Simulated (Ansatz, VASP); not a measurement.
# Ru (zigzag Ru chain, bond 2.672 A): VASP beside Ansatz

Wanted: the spread between two codes on one cell, functional and k mesh.

Main program and level: Ansatz 0.2.0; plane waves, with VASP 6.6.1 beside it; single point at PBEsol, DFT+U.

### Step 1. Starting point

The cell holds 4 atoms: 4 Ru. Cell: a = 12.000 Å, b = 12.000 Å, c = 6.413 Å, α = 90.0°, β = 90.0°, γ = 90.0°. It derives from Ru (zigzag Ru chain, bond 2.672 A), repeated 1×1×2. As first built, before any earlier steps moved the atoms: model lattice. Vacuum lies along a and b. The structure's axis is c.

Coordinates:

```cif
data_structure
_symmetry_space_group_name_H-M 'P 1'
_symmetry_Int_Tables_number 1
_cell_length_a 12.0000
_cell_length_b 12.0000
_cell_length_c 6.4128
_cell_angle_alpha 90.000
_cell_angle_beta 90.000
_cell_angle_gamma 90.000
_cell_volume 923.44
loop_
_atom_site_label
_atom_site_type_symbol
_atom_site_fract_x
_atom_site_fract_y
_atom_site_fract_z
_atom_site_occupancy
Ru1 Ru 0.41093 0.50000 0.00000 1
Ru2 Ru 0.41093 0.50000 0.50000 1
Ru3 Ru 0.58907 0.50000 0.25000 1
Ru4 Ru 0.58907 0.50000 0.75000 1
```

### Step 2. Ansatz: single point, PBEsol, DFT+U

Ansatz runs on its default PAW (the set named soft_2) files.

A single point gives forces, pressure and levels at one fixed geometry, so differences don't come from the geometry; what else differs is listed under the comparison.

input.yaml reads:

```yaml
crystal:
  lattice:
    - [12.0, 0.0, 0.0]
    - [0.0, 12.0, 0.0]
    - [0.0, 0.0, 6.4128]
  atoms:
    - { symbol: Ru, position: [0.4109333333, 0.5, 0.0], spin: 1.0 }
    - { symbol: Ru, position: [0.4109333333, 0.5, 0.5], spin: 1.0 }
    - { symbol: Ru, position: [0.5890666667, 0.5, 0.25], spin: 1.0 }
    - { symbol: Ru, position: [0.5890666667, 0.5, 0.75], spin: -1.0 }
hamiltonian:
  xc: pbesol
  pseudopotentials: { kind: paw }
  hubbard: { sites: [{ species: Ru, l: d, u_eff: 2.0 }] }
magnetization:
  spin_polarized: true
kpoints:
  mp_grid: { grid: [1, 1, 7] }
scf:
  occupations: { method: methfessel_paxton, width: 0.05 }
  n_extra_bands: 9
output:
  forces: true
  eigenvalues: true
```

Command:

```console
$ ansatz run input.yaml --threads 2 --pin off --max-ram 4608MiB --backend cpu --events-out ev --progress --plain --runs-dir out
```

Numbers of over 12 decimals in the logs are rounded to 6 here.

The program printed:

```text
Ru: projections on atomic orbitals take those of the free atom [Ar 3d10] 4s2 4p6 4d7 5s1, of charge +0.00 (hamiltonian.pseudopotentials.projection_atoms); the dataset's partial waves leave at most 8.1e-6 of an orbital's norm unspanned inside its sphere
scf.n_extra_bands = 9 over 32 filled bands (N_el = 64.0): the run solves 41 bands
Engine: ansatz 0.2.0, aarch64-unknown-linux-gnu
Pseudopotentials: kind: paw
Pseudopotential: Ru, paw, valence charge 16, recommended cutoff 420 eV (normal), Ru.paw.azcp
Functional definition: PBEsol
  exchange = pbesol_x
  correlation = pbesol_c
Crystal: 4 atoms, lattice volume = 923.443 Å³
Basis set: ecut = 420 eV, 18069 PW (Γ), exchange–correlation on 162×162×90 points (8 copies of the dense FFT grid, shifted against one another)
Bands: 41, of which v1, the nominal top of the filled ones, is band 32 counted from 1 (31 counted from 0)
Symmetry: 4 space group operations
Space group: Pmm2 (ITA 25), of the structure as read, at distance tolerance 9.7e-5 Å
Magnetic group: BNS 25.57 (UNI 155), of the structure as read, at distance tolerance 9.7e-5 Å
k-points: 4 of 7
Non-local potential: Ru, projectors of the file, l = 0: 3, l = 1: 2, l = 2: 2, l = 3: 1
PAW form: soft (Blöchl's): semilocal exchange-correlation on the pseudo side does not see the compensation charge
PAW frozen core: Ru, regenerated for the run's functional, and the local potential with it (the file was generated under x = pbe(κ = 0.804, μ = 0.219515), c = pbe(β = 0.066725))
PAW one-centre angular grid: Ru, 590 points (default); XC on 64 Gauss nodes
Initial density: superposition of atomic densities (neutral atoms: chi_scale 0, normalization atom)
Starting moments: Σ|m| = 4 μB on 4 of 4 sites
Initial wavefunctions: pseudopotential atomic-orbital guess
Functional: x = pbesol(κ = 0.804, μ = 0.123457), c = pbesol(β = 0.046)
SCF iter   1: F=—  HF=-23240.765518 eV  |F-HF|=—  |Δ(HF+E_count)|=         —  Δρ=1.49e-2 (↑1.44e-2 ↓1.49e-2)  dr2=6.87e0  dr2_m=1.15e0  M=3.091 μB ∫|m|=6.825 μB  β_m=1.00  ethr=3.10e-3  ⟨swp⟩=10.0  Hψ=1435  notcnv=0
preconditioner: auto → none  [metal: Δε(μ)=0.011 eV  Ē_g=2.777 eV  σ=0.050 eV  W_gap=0.13  n_scr=78 (ndim 8)  ℏωp=6.9 eV  f_vac=0.778  D(μ)=26.92/eV (n_scr^D=192)  sad-step TF]
SCF iter   2: F=—  HF=-23240.728509 eV  |F-HF|=—  |Δ(HF+E_count)|=   3.70e-2  Δρ=9.15e-3 (↑7.14e-3 ↓9.15e-3)  dr2=3.82e0  dr2_m=2.17e-1  M=3.842 μB ∫|m|=8.114 μB  β_m=1.00  ethr=3.10e-3  ⟨swp⟩=2.1  Hψ=576  notcnv=0  defer=14
SCF iter   3: F=—  HF=-23241.980133 eV  |F-HF|=—  |Δ(HF+E_count)|=    1.25e0  Δρ=2.50e-2 (↑2.24e-2 ↓2.50e-2)  dr2=3.43e1  dr2_m=1.78e0  M=2.033 μB ∫|m|=9.485 μB  β_m=0.30  ethr=3.10e-3  ⟨swp⟩=3.0  Hψ=546  notcnv=0  defer=14
SCF iter   4: F=—  HF=-23240.737654 eV  |F-HF|=—  |Δ(HF+E_count)|=    1.24e0  Δρ=7.22e-3 (↑7.22e-3 ↓5.73e-3)  dr2=8.48e-1  dr2_m=1.92e-1  M=3.712 μB ∫|m|=9.569 μB  β_m=1.00  ethr=3.10e-3  ⟨swp⟩=3.0  Hψ=596  notcnv=0  defer=15
SCF iter   5: F=—  HF=-23241.359441 eV  |F-HF|=—  |Δ(HF+E_count)|=   6.22e-1  Δρ=1.40e-2 (↑5.94e-3 ↓1.40e-2)  dr2=5.51e0  dr2_m=4.48e-1  M=4.076 μB ∫|m|=10.176 μB  β_m=0.30  ethr=1.33e-3  ⟨swp⟩=2.4  Hψ=491  notcnv=0  defer=15
SCF iter   6: F=—  HF=-23241.732184 eV  |F-HF|=—  |Δ(HF+E_count)|=   3.73e-1  Δρ=7.77e-3 (↑6.17e-3 ↓7.77e-3)  dr2=1.24e0  dr2_m=1.80e-1  M=4.674 μB ∫|m|=10.141 μB  β_m=0.30  ethr=1.33e-3  ⟨swp⟩=2.1  Hψ=475  notcnv=0  defer=15
SCF iter   7: F=—  HF=-23241.969678 eV  |F-HF|=—  |Δ(HF+E_count)|=   2.37e-1  Δρ=5.84e-3 (↑3.81e-3 ↓5.84e-3)  dr2=1.12e0  dr2_m=9.97e-2  M=4.633 μB ∫|m|=10.231 μB  β_m=0.30  ethr=1.33e-3  ⟨swp⟩=2.2  Hψ=518  notcnv=0  defer=15
SCF iter   8: F=—  HF=-23242.102872 eV  |F-HF|=—  |Δ(HF+E_count)|=   1.33e-1  Δρ=5.33e-3 (↑2.83e-3 ↓5.33e-3)  dr2=3.61e-1  dr2_m=9.19e-2  M=4.571 μB ∫|m|=10.299 μB  β_m=1.00  ethr=1.33e-3  ⟨swp⟩=2.0  Hψ=409  notcnv=0  defer=15
SCF iter   9: F=—  HF=-23242.245612 eV  |F-HF|=—  |Δ(HF+E_count)|=   1.43e-1  Δρ=2.90e-3 (↑1.20e-3 ↓2.90e-3)  dr2=3.10e-2  dr2_m=2.16e-2  M=4.572 μB ∫|m|=10.399 μB  β_m=0.30  ethr=5.64e-4  ⟨swp⟩=2.5  Hψ=464  notcnv=0  defer=14
SCF iter  10: F=—  HF=-23242.362852 eV  |F-HF|=—  |Δ(HF+E_count)|=   1.17e-1  Δρ=3.45e-3 (↑1.30e-3 ↓3.45e-3)  dr2=1.46e-1  dr2_m=4.38e-2  M=4.578 μB ∫|m|=10.433 μB  β_m=0.30  ethr=4.85e-5  ⟨swp⟩=2.1  Hψ=614  notcnv=0  defer=14
[...]
spin-set hold released at iteration 17 (site moments' squared step at or under half its running peak, from the soft ceiling on): the magnetisation degrees of freedom join the quasi-Newton model from the next iteration; the mixer history was flushed
[...]
iteration 44: the input's own smearing fills from here on; a Gaussian of 0.05 eV has filled iterations ahead of it
[...]
SCF iter  50: F=—  HF=-23242.750697 eV  |F-HF|=—  |Δ(HF+E_count)|=   3.84e-4  S|Δr|=    0.00e0  Δρ=5.00e-5 (↑1.01e-5 ↓5.00e-5)  dr2=6.12e-6  dr2_m=6.37e-6  M=5.143 μB ∫|m|=10.845 μB  β_m=0.54  ethr=3.74e-8  ⟨swp⟩=3.0  Hψ=676  notcnv=0  defer=12
SCF iter  51: F=—  HF=-23242.750762 eV  |F-HF|=—  |Δ(HF+E_count)|=   6.45e-5  S|Δr|=    0.00e0  Δρ=3.18e-5 (↑1.04e-5 ↓3.18e-5)  dr2=4.31e-6  dr2_m=3.13e-6  M=5.143 μB ∫|m|=10.842 μB  β_m=0.77  ethr=9.56e-9  ⟨swp⟩=3.0  Hψ=683  notcnv=0  defer=12
SCF iter  52: F=—  HF=-23242.750775 eV  |F-HF|=—  |Δ(HF+E_count)|=   1.32e-5  S|Δr|=    0.00e0  Δρ=2.46e-5 (↑9.83e-6 ↓2.46e-5)  dr2=6.20e-6  dr2_m=1.48e-6  M=5.143 μB ∫|m|=10.843 μB  β_m=0.89  ethr=6.74e-9  ⟨swp⟩=2.0  Hψ=546  notcnv=0  defer=14
SCF iter  53: F=—  HF=-23242.750794 eV  |F-HF|=—  |Δ(HF+E_count)|=   1.85e-5  S|Δr|=    0.00e0  Δρ=2.88e-5 (↑2.88e-5 ↓2.40e-5)  dr2=4.16e-5  dr2_m=8.14e-7  M=5.143 μB ∫|m|=10.844 μB  β_m=0.65  ethr=6.74e-9  ⟨swp⟩=3.0  Hψ=626  notcnv=0  defer=14  recentre
SCF iter  54: F=—  HF=-23242.750792 eV  |F-HF|=—  |Δ(HF+E_count)|=   1.85e-6  S|Δr|=    0.00e0  Δρ=1.17e-5 (↑1.06e-5 ↓1.17e-5)  dr2=5.74e-6  dr2_m=3.13e-7  M=5.143 μB ∫|m|=10.843 μB  β_m=0.58  ethr=6.74e-9  ⟨swp⟩=2.5  Hψ=575  notcnv=0  defer=14
SCF iter  55: F=—  HF=-23242.750792 eV  |F-HF|=—  |Δ(HF+E_count)|=   2.92e-7  S|Δr|=    0.00e0  Δρ=1.06e-5 (↑5.85e-6 ↓1.06e-5)  dr2=2.75e-6  dr2_m=2.22e-7  M=5.143 μB ∫|m|=10.843 μB  β_m=0.53  ethr=6.74e-9  ⟨swp⟩=2.0  Hψ=495  notcnv=0  defer=14
SCF iter  56: F=—  HF=-23242.750793 eV  |F-HF|=—  |Δ(HF+E_count)|=   5.27e-7  S|Δr|=    0.00e0  Δρ=1.45e-5 (↑4.43e-6 ↓1.45e-5)  dr2=7.99e-6  dr2_m=3.10e-7  M=5.143 μB ∫|m|=10.843 μB  β_m=0.40  ethr=4.29e-9  ⟨swp⟩=2.0  Hψ=436  notcnv=0  defer=14  recentre
SCF iter  57: F=—  HF=-23242.750792 eV  |F-HF|=—  |Δ(HF+E_count)|=   3.00e-7  S|Δr|=    0.00e0  Δρ=6.82e-6 (↑2.45e-6 ↓6.82e-6)  dr2=8.56e-7  dr2_m=1.02e-7  M=5.143 μB ∫|m|=10.843 μB  β_m=0.51  ethr=4.29e-9  ⟨swp⟩=2.0  Hψ=417  notcnv=0  defer=14
SCF iter  58: F=—  HF=-23242.750793 eV  |F-HF|=—  |Δ(HF+E_count)|=   3.48e-7  S|Δr|=    0.00e0  Δρ=2.84e-6 (↑1.00e-6 ↓2.84e-6)  dr2=1.03e-7  dr2_m=2.23e-8  M=5.143 μB ∫|m|=10.843 μB  β_m=0.53  ethr=1.34e-9  ⟨swp⟩=2.0  Hψ=463  notcnv=0  defer=14
SCF iter  59: F=-23242.750793 eV  HF=-23242.750793 eV  |F-HF|=6.08e-9  |Δ(HF+E_count)|=   8.71e-8  S|Δr|=    0.00e0  Δρ=1.69e-6 (↑7.04e-7 ↓1.69e-6)  dr2=2.10e-8  dr2_m=8.70e-9  M=5.143 μB ∫|m|=10.843 μB  ethr=1.56e-10  ⟨swp⟩=13.1  Hψ=1491  notcnv=0
SCF 1 converged in 59 iterations: F = -23242.750793 eV  dr2 = 2.10e-8
  greatest PAW one-centre occupation: 1.002 electrons in one spin orbital (limit 2), on the Ru atom at site 2 (counted from 0), in its partial waves of l = 0
this state was not tested for a lower state beside it, because cold or Methfessel-Paxton smearing, or corrected tetrahedra, fill the levels in a way that the test cannot read (fill_not_monotonic; see scf.lower_state_search)
SCF converged after 59 iterations
Magnetization: 5.1429 μB (34.5714 up, 29.4286 down)
Absolute magnetization: 10.8421 μB (∫|ρ↑−ρ↓|, with the PAW one-centre terms)
Spin contamination: 2.8532 ħ² per cell (⟨S²⟩ above its minimum at these occupations)
Per-site moments (μB) at R_I (Å): [(2.190575, 1.102200), (2.190575, 1.102200000264), (2.134212, 1.102200), (-2.271756, 1.102200000264)]
Free energy (F): -23242.750793 eV
Harris-Foulkes:  -23242.750793 eV  (|F-HF|=6.08e-9)
Internal energy: -23242.748778 eV  (E = F + TS)
E sigma→0 (E₀):  -23242.750289 eV
Entropy (-TS):   -0.002014 eV (-0.504 meV/atom)
Fermi energy:    -2.442099 eV
--- Per-component energies (eV) ---
  E_band       = -1806.037720
  E_kinetic    = 2047.419437
  E_local      = -24440.426236  (includes V_loc(G=0)·N_el)
  E_nonlocal   = 1409.098729
  E_hartree    = 10516.960222
  E_xc         = -735.898445
  E_vxc        = -924.803750  (∫ρ·V_xc dr)
  E_hubbard    = 2.929099  (on-site DFT+U / exact-exchange correction)
  E_vhub       = -22.642761  (the Hubbard potential's part of the band-sum identity)
  E_paw        = -13610.781508  (= ΣΔE_a)
  E_vpaw       = -908.593193  (= ΣTr[D̂ρ^β])
  E_aug_tail   = -0.000806  (compensation charges beyond the density's cutoff)
  E_ewald      = 1566.937546
  E_core_change = 1.013184  (= ΣΔE_core)
  E_smearing   = -0.002014  (= −TS)
  E_closure    = -0.000000  (closes the sum)
  Σ components = -23242.750793   (vs F -23242.750793, Δ=0.00e0)
--- Forces (eV/Å), atoms counted from 1 ---
  atom   1  Ru     1.62395968    -0.00000000     0.83663121
  atom   2  Ru     1.62395968     0.00000000    -0.83663121
  atom   3  Ru    -2.34027005     0.00000000     0.00000000
  atom   4  Ru    -0.90768964     0.00000000     0.00000000
  max |Σ_I F_I| component: 4.03e-5 eV/Å
--- Band table (eV; the first three rows and the last of 8) ---
  k-point 0 ↑: bands = [... 28 lower, -4.2443, -4.1606, -3.9681, -3.6621, -3.4394, -3.3388, -2.2244, -1.4147, ... 5 higher]
  k-point 1 ↑: bands = [... 28 lower, -4.2580, -4.1254, -3.9807, -3.8419, -3.4211, -3.2691, -2.1428, -1.7126, ... 5 higher]
  k-point 2 ↑: bands = [... 28 lower, -4.2302, -4.1092, -4.0990, -4.0062, -3.4279, -3.2048, -2.6090, -1.9831, ... 5 higher]
  k-point 3 ↓: bands = [... 28 lower, -3.0559, -2.8494, -1.9420, -1.7075, -1.4404, -1.2492, -1.1693, -1.0102, ... 5 higher]
Occupation matrices written to <dir>
```

Wall time 2.6 min (2 threads of Arm Neoverse N1, shared host); peak memory 1.1 GiB; 5.1 min of CPU time.

(Continued in part 2 of 2.)

[Lines on the potential files, build, host, timing and source positions are cut from VASP's logs without a mark.]

[Logs are printed without paths, hosts, clocks, repeated set-up lines and the standing remarks that a program may print on its own settings, such as how far it seeks lower states.]

[Hosts, paths, dates, database ids (printed as entryN), source tags and the programs' standing remarks are cut or masked in the printed files.]
